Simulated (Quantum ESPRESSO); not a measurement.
# HfO2 (P4_2/nmc) in Quantum ESPRESSO: reference runs

Reference runs on HfO2: the cell as given and a disturbed copy.

Everything below comes from runs of Quantum ESPRESSO 7.5. Logs are shortened: lines on timing, memory, paths and dates and some standing lists are left out, and cuts for length are marked.

### Step 1. Starting point

Symmetry: P4_2/nmc, No. 137, tetragonal system. Conventional cell: a = 3.558 Å, b = 3.558 Å, c = 5.172 Å, α = 90.00°, β = 90.00°, γ = 90.00°. Hf (site symmetry -4m2) is surrounded by 4 O at 2.05 Å. O (site symmetry 2mm) has 2 Hf at 2.05 Å as nearest neighbours.

Measurements of this composition are mostly on another form, of space group No. 14.

### Step 2. Single point, PBE

pw.in reads:

```
&CONTROL
  calculation = 'scf'
  prefix = 'pwscf'
  outdir = './tmp'
  pseudo_dir = './pseudo'
  tprnfor = .true.
  tstress = .true.
  disk_io = 'low'
/
&SYSTEM
  ibrav = 0
  nat = 6
  ntyp = 2
  ecutwfc = 60
  ecutrho = 440
  nbnd = 33
  occupations = 'smearing'
  smearing = 'fd'
  degauss = 0.00367493
/
&ELECTRONS
  conv_thr = 1.2d-09
  electron_maxstep = 120
  mixing_beta = 0.5
/
ATOMIC_SPECIES
Hf   178.4900 Hf-sp.oncvpsp.upf
O     15.9990 O.pbe-n-kjpaw_psl.0.1.UPF
CELL_PARAMETERS angstrom
   3.5580193300    0.0000000000    0.0000000000
   0.0000000000    3.5580193300    0.0000000000
   0.0000000000    0.0000000000    5.1718612100
ATOMIC_POSITIONS crystal
Hf     0.0000000000    0.0000000000    0.0000000000
Hf     0.5000000000    0.5000000000    0.5000000000
O      0.0000000000    0.5000000000    0.1972078800
O      0.5000000000    0.0000000000    0.3027921200
O      0.5000000000    0.0000000000    0.8027921200
O      0.0000000000    0.5000000000    0.6972078800
K_POINTS automatic
8 8 5 0 0 0
```

pp_density.in reads:

```
&INPUTPP
  prefix = 'pwscf'
  outdir = './tmp'
  filplot = 'density.dat'
  plot_num = 0
/
&PLOT
  nfile = 1
  filepp(1) = 'density.dat'
  iflag = 3
  output_format = 6
  fileout = 'density.cube'
/
```

pp_potential.in reads:

```
&INPUTPP
  prefix = 'pwscf'
  outdir = './tmp'
  filplot = 'potential.dat'
  plot_num = 11
/
&PLOT
  nfile = 1
  filepp(1) = 'potential.dat'
  iflag = 3
  output_format = 6
  fileout = 'potential.cube'
/
```

Potentials or basis: SSSP 1.3 efficiency PBE.

On the command line:

```sh
OMP_NUM_THREADS=1 pw.x -in pw.in > pw.out
OMP_NUM_THREADS=1 pp.x -in pp_density.in > pp_density.out
OMP_NUM_THREADS=1 pp.x -in pp_potential.in > pp_potential.out
```

pw.out:

```text
This program is part of the open-source Quantum ESPRESSO suite
     for quantum simulation of materials; please cite
         "P. Giannozzi et al., J. Phys.:Condens. Matter 21 395502 (2009);
         "P. Giannozzi et al., J. Phys.:Condens. Matter 29 465901 (2017);
         "P. Giannozzi et al., J. Chem. Phys. 152 154105 (2020);
     in publications or presentations arising from this work. More details at

     file O.pbe-n-kjpaw_psl.0.1.UPF: wavefunction(s)  2P renormalized
     Message from routine setup:
     using ibrav=0 with symmetry is DISCOURAGED, use correct ibrav instead

     G-vector sticks info
     --------------------
     sticks:   dense  smooth     PW     G-vecs:    dense   smooth      PW
     Sum        1581     869    253                68853    27797    4463

     Using Slab Decomposition

     bravais-lattice index     =            0
     lattice parameter (alat)  =       6.7237  a.u.
     unit-cell volume          =     441.8350 (a.u.)^3
     number of atoms/cell      =            6
     number of atomic types    =            2
     number of electrons       =        48.00
     number of Kohn-Sham states=           33
     kinetic-energy cutoff     =      60.0000  Ry
     charge density cutoff     =     440.0000  Ry
     scf convergence threshold =      1.2E-09
     mixing beta               =       0.5000
     number of iterations used =            8  plain     mixing
     Exchange-correlation= SLA  PW   PBX  PBC
                           (   1   4   3   4   0   0   0)

     celldm(1)=   6.723682  celldm(2)=   0.000000  celldm(3)=   0.000000
     celldm(4)=   0.000000  celldm(5)=   0.000000  celldm(6)=   0.000000

     crystal axes: (cart. coord. in units of alat)
               a(1) = (   1.000000   0.000000   0.000000 )
               a(2) = (   0.000000   1.000000   0.000000 )
               a(3) = (   0.000000   0.000000   1.453579 )

     reciprocal axes: (cart. coord. in units 2 pi/alat)
               b(1) = (  1.000000  0.000000  0.000000 )
               b(2) = (  0.000000  1.000000  0.000000 )
               b(3) = (  0.000000  0.000000  0.687957 )

     PseudoPot. # 1 for Hf read from file:
     Hf-sp.oncvpsp.upf
     Pseudo is Norm-conserving + core correction, Zval = 12.0
     Generated using ONCVPSP code by D. R. Hamann
     Using radial grid of 1656 points,  8 beta functions with:
                l(1) =   0
                l(2) =   0
                l(3) =   1
                l(4) =   1
                l(5) =   2
                l(6) =   2
                l(7) =   3
                l(8) =   3

     PseudoPot. # 2 for O  read from file:
     O.pbe-n-kjpaw_psl.0.1.UPF
     Pseudo is Projector augmented-wave + core cor, Zval =  6.0
     Generated using "atomic" code by A. Dal Corso  v.5.0.99 svn rev. 10869
     Shape of augmentation charge: BESSEL
     Using radial grid of 1095 points,  4 beta functions with:
                l(1) =   0
                l(2) =   0
                l(3) =   1
                l(4) =   1
     Q(r) pseudized with 0 coefficients

     atomic species   valence    mass     pseudopotential
     Hf               12.00   178.49000     Hf( 1.00)
     O                 6.00    15.99900     O ( 1.00)

     16 Sym. Ops., with inversion, found ( 8 have fractional translation)

   Cartesian axes

     site n.     atom                  positions (alat units)
         1        Hf     tau(   1) = (   0.0000000   0.0000000   0.0000000  )
         2        Hf     tau(   2) = (   0.5000000   0.5000000   0.7267894  )
         3        O      tau(   3) = (   0.0000000   0.5000000   0.2866572  )
         4        O      tau(   4) = (   0.5000000   0.0000000   0.4401322  )
         5        O      tau(   5) = (   0.5000000   0.0000000   1.1669215  )
         6        O      tau(   6) = (   0.0000000   0.5000000   1.0134465  )

     number of k points=    45  Fermi-Dirac smearing, width (Ry)=  0.0037
                       cart. coord. in units 2pi/alat
        k(    1) = (   0.0000000   0.0000000   0.0000000), wk =   0.0062500
        k(    2) = (   0.0000000   0.0000000   0.1375914), wk =   0.0125000
        k(    3) = (   0.0000000   0.0000000   0.2751829), wk =   0.0125000
        k(    4) = (   0.0000000   0.1250000   0.0000000), wk =   0.0250000
        k(    5) = (   0.0000000   0.1250000   0.1375914), wk =   0.0500000
        k(    6) = (   0.0000000   0.1250000   0.2751829), wk =   0.0500000
[... 37 lines left out ...]
        k(   44) = (  -0.5000000  -0.5000000   0.1375914), wk =   0.0125000
        k(   45) = (  -0.5000000  -0.5000000   0.2751829), wk =   0.0125000

     Dense  grid:    68853 G-vectors     FFT dimensions: (  48,  48,  72)

     Smooth grid:    27797 G-vectors     FFT dimensions: (  36,  36,  50)

     Initial potential from superposition of free atoms

     starting charge      47.9963, renormalised to      48.0000
     Starting wfcs are   36 randomized atomic wfcs

     Self-consistent Calculation

     iteration #  1     ecut=    60.00 Ry     beta= 0.50
     Davidson diagonalization with overlap
     ethr =  1.00E-02,  avg # of iterations =  2.3

     total energy              =    -392.49299063 Ry
     estimated scf accuracy    <       2.07437524 Ry
[... 71 lines left out ...]
     iteration # 12     ecut=    60.00 Ry     beta= 0.50
     Davidson diagonalization with overlap
     ethr =  7.82E-12,  avg # of iterations =  2.1

     End of self-consistent calculation

          k = 0.0000 0.0000 0.0000 (  3485 PWs)   bands (ev):

   -48.6482 -48.6313 -17.6754 -17.3047 -17.3047 -17.2361 -17.1919 -17.1919
    -6.4812  -4.8656  -4.4840  -3.8692   6.2461   6.8142   7.0119   7.0119
     8.9490   8.9490  10.2754  10.2754  10.8993  11.4604  11.5106  11.5106
    16.3688  16.3829  17.6223  17.8461  18.1494  19.2236  20.7391  20.7391
    22.5406
[... 323 lines left out ...]
   -48.6294 -48.6294 -17.5849 -17.5849 -17.4807 -17.4807 -17.3280 -17.3280
    -4.6097  -4.6097  -4.4368  -4.4368   6.8524   6.8524   7.6185   7.6185
     9.0187   9.0187   9.9240   9.9240  10.4313  10.4313  11.3716  11.3716
    17.5400  17.5400  17.7707  17.7707  19.1120  19.1120  19.4594  19.4594
    21.0397

          k =-0.5000-0.5000 0.0000 (  3456 PWs)   bands (ev):

   -48.6286 -48.6286 -17.6940 -17.6940 -17.3853 -17.3853 -17.3400 -17.3400
    -4.6987  -4.6987  -4.2774  -4.2774   5.8643   5.8643   8.6787   8.6787
     8.7561   8.7561  10.5184  10.5184  10.7912  10.7912  11.0584  11.0584
    17.4075  17.4075  17.7998  17.7998  18.9386  18.9386  19.3536  19.3536
    20.7858

          k =-0.5000-0.5000 0.1376 (  3460 PWs)   bands (ev):

   -48.6286 -48.6286 -17.6655 -17.6655 -17.4159 -17.4159 -17.3405 -17.3405
    -4.6566  -4.6566  -4.3158  -4.3158   6.0796   6.0796   8.3426   8.3426
     8.9210   8.9210  10.3064  10.3064  10.5595  10.5595  11.3110  11.3110
    17.4920  17.4920  17.8439  17.8439  18.9551  18.9551  19.2834  19.2834
    20.8443

          k =-0.5000-0.5000 0.2752 (  3496 PWs)   bands (ev):

   -48.6286 -48.6286 -17.5901 -17.5901 -17.4948 -17.4948 -17.3415 -17.3415
    -4.5482  -4.5482  -4.4181  -4.4181   6.6832   6.6832   7.5346   7.5346
     9.3770   9.3770   9.9982   9.9982  10.1731  10.1731  11.5202  11.5202
    17.6122  17.6122  17.9302  17.9302  19.0172  19.0172  19.1384  19.1384
    20.9386

     the Fermi energy is    14.0170 ev

!    total energy              =    -393.26551646 Ry
     estimated scf accuracy    <          2.9E-10 Ry
     smearing contrib. (-TS)   =       0.00000000 Ry
     internal energy E=F+TS    =    -393.26551646 Ry

     The total energy is F=E-TS. E is the sum of the following terms:
     one-electron contribution =     -54.72879698 Ry
     hartree contribution      =      56.63870209 Ry
     xc contribution           =     -87.35093349 Ry
     ewald contribution        =    -269.78616063 Ry
     one-center paw contrib.   =     -38.03832744 Ry

     convergence has been achieved in  12 iterations

     Forces acting on atoms (cartesian axes, Ry/au):

     atom    1 type  1   force =     0.00000000    0.00000000    0.00000000
     atom    2 type  1   force =     0.00000000    0.00000000    0.00000000
     atom    3 type  2   force =     0.00000000    0.00000000    0.00316764
     atom    4 type  2   force =     0.00000000    0.00000000   -0.00316764
     atom    5 type  2   force =     0.00000000    0.00000000   -0.00316764
     atom    6 type  2   force =     0.00000000    0.00000000    0.00316764

     Total force =     0.006335     Total SCF correction =     0.000003

     Computing stress (Cartesian axis) and pressure

          total   stress  (Ry/bohr**3)                   (kbar)     P=       78.57
   0.00054948   0.00000000   0.00000000           80.83        0.00        0.00
   0.00000000   0.00054948   0.00000000            0.00       80.83        0.00
   0.00000000   0.00000000   0.00050334            0.00        0.00       74.04

=------------------------------------------------------------------------------=
   JOB DONE.
=------------------------------------------------------------------------------=
```

pp_density.out:

```text
This program is part of the open-source Quantum ESPRESSO suite
     for quantum simulation of materials; please cite
         "P. Giannozzi et al., J. Phys.:Condens. Matter 21 395502 (2009);
         "P. Giannozzi et al., J. Phys.:Condens. Matter 29 465901 (2017);
         "P. Giannozzi et al., J. Chem. Phys. 152 154105 (2020);
     in publications or presentations arising from this work. More details at

     file O.pbe-n-kjpaw_psl.0.1.UPF: wavefunction(s)  2P renormalized

     IMPORTANT: XC functional enforced from input :
     Exchange-correlation= PBE
                           (   1   4   3   4   0   0   0)
     Any further DFT definition will be discarded
     Please, verify this is what you really want

     G-vector sticks info
     --------------------
     sticks:   dense  smooth     PW     G-vecs:    dense   smooth      PW
     Sum        1581     869    253                68853    27797    4463

     Using Slab Decomposition

     Calling punch_plot, plot_num =   0
     Writing data to file  density.dat
     Reading data from file  density.dat

     Writing data to be plotted to file density.cube
     Plot Type: 3D                     Output format: Gaussian cube

=------------------------------------------------------------------------------=
   JOB DONE.
=------------------------------------------------------------------------------=
```

pp_potential.out:

```text
This program is part of the open-source Quantum ESPRESSO suite
     for quantum simulation of materials; please cite
         "P. Giannozzi et al., J. Phys.:Condens. Matter 21 395502 (2009);
         "P. Giannozzi et al., J. Phys.:Condens. Matter 29 465901 (2017);
         "P. Giannozzi et al., J. Chem. Phys. 152 154105 (2020);
     in publications or presentations arising from this work. More details at

     file O.pbe-n-kjpaw_psl.0.1.UPF: wavefunction(s)  2P renormalized

     IMPORTANT: XC functional enforced from input :
     Exchange-correlation= PBE
                           (   1   4   3   4   0   0   0)
     Any further DFT definition will be discarded
     Please, verify this is what you really want

     G-vector sticks info
     --------------------
     sticks:   dense  smooth     PW     G-vecs:    dense   smooth      PW
     Sum        1581     869    253                68853    27797    4463

     Using Slab Decomposition

     Calling punch_plot, plot_num =  11
     Writing data to file  potential.dat
     Reading data from file  potential.dat

     Writing data to be plotted to file potential.cube
     Plot Type: 3D                     Output format: Gaussian cube

=------------------------------------------------------------------------------=
   JOB DONE.
=------------------------------------------------------------------------------=
```

Run time: 2.1 min. Hardware: 1 thread of Arm Neoverse V1, shared host; peak memory 0.25 GiB.

Results:

```yaml
Free_energy: -5350.6499 eV
Pressure: 7.9 GPa
Largest_force: 0.081 eV/Å
Band_gap_on_the_k_mesh: 4.79 eV, indirect (least direct gap 4.86 eV)
```

Forces in eV/Å, atoms in the order of the input:
```
Hf   0.000  0.000  0.000
Hf   0.000  0.000  0.000
O    0.000  0.000  0.081
O    0.000  0.000 -0.081
O    0.000  0.000 -0.081
O    0.000  0.000  0.081
```

Stress tensor (GPa, compression positive):
```
8.08 0.00 0.00
0.00 8.08 0.00
0.00 0.00 7.40
```

Levels at points of the mesh, in eV from the valence-band top:
```
             k point  band 22  band 23  band 24  band 25  band 26  band 27
  (0.00, 0.00, 0.00)    -0.12    -0.07    -0.07     4.79     4.80     6.04
 (0.00, -0.50, 0.00)    -1.42    -0.13    -0.13     5.20     5.20     6.22
(-0.50, -0.50, 0.00)    -0.79    -0.52    -0.52     5.83     5.83     6.22
```

Caveat: spin-orbit coupling is left out, which moves the levels of the heavy elements; an odd mesh through Γ misses points on the zone boundary, where band edges often lie.

### Step 3. Single point, PBE (atoms moved at random, drawn with an rms of 0.05 Å)

pw.in: that of step 2 with these lines changed.

```diff
@@ -7,3 +7,3 @@
   tstress = .true.
-  disk_io = 'low'
+  disk_io = 'nowf'
 /
@@ -33,8 +33,8 @@
 ATOMIC_POSITIONS crystal
-Hf     0.0000000000    0.0000000000    0.0000000000
-Hf     0.5000000000    0.5000000000    0.5000000000
-O      0.0000000000    0.5000000000    0.1972078800
-O      0.5000000000    0.0000000000    0.3027921200
-O      0.5000000000    0.0000000000    0.8027921200
-O      0.0000000000    0.5000000000    0.6972078800
+Hf     0.0020750000    0.0102890000    0.0108770000
+Hf     0.5131150000    0.5031010000    0.4943820000
+O     -0.0122120000    0.5071510000    0.1961360000
+O      0.5020780000   -0.0046630000    0.2965140000
+O      0.4937540000    0.0021230000    0.8100330000
+O     -0.0032490000    0.4955920000    0.6916280000
 K_POINTS automatic
```

Potentials or basis: SSSP 1.3 efficiency PBE.

On the command line:

```sh
OMP_NUM_THREADS=1 pw.x -in pw.in > pw.out
```

Run time: 6.7 min. Hardware: 1 thread of Arm Neoverse V1, shared host; peak memory 0.45 GiB.

It converged, with:

* Free energy: -5350.5308 eV
* Pressure: 9.3 GPa
* Largest force: 1.584 eV/Å
* Band gap on the k mesh: 4.58 eV, indirect (least direct gap 4.66 eV)

Forces on the atoms (eV/Å):
```
Hf  -0.305 -0.117 -1.550
Hf  -0.546 -0.291  1.065
O    0.218 -0.200  0.391
O   -0.279  0.657  0.440
O    0.425 -0.104 -0.462
O    0.488  0.056  0.116
```

Stress tensor (GPa, compression positive):
```
 7.18 -0.18  0.39
-0.18 11.57 -0.28
 0.39 -0.28  9.10
```

Levels at points of the mesh, in eV from the valence-band top:
```
             k point  band 21  band 22  band 23  band 24  band 25  band 26  band 27  band 28
  (0.00, 0.00, 0.00)    -0.97    -0.56    -0.33    -0.08     4.58     4.59     5.83     6.02
 (0.00, -0.50, 0.00)    -1.77    -1.60    -0.28    -0.26     4.90     4.96     5.88     6.14
(-0.50, -0.50, 0.00)    -1.05    -0.98    -0.73    -0.68     5.55     5.69     5.99     6.03
 (-0.50, 0.00, 0.00)    -1.66    -1.55    -0.44    -0.41     4.93     4.99     5.99     6.07
```

Caveat: spin-orbit coupling is left out, which moves the levels of the heavy elements; an odd mesh through Γ misses points on the zone boundary, where band edges often lie.
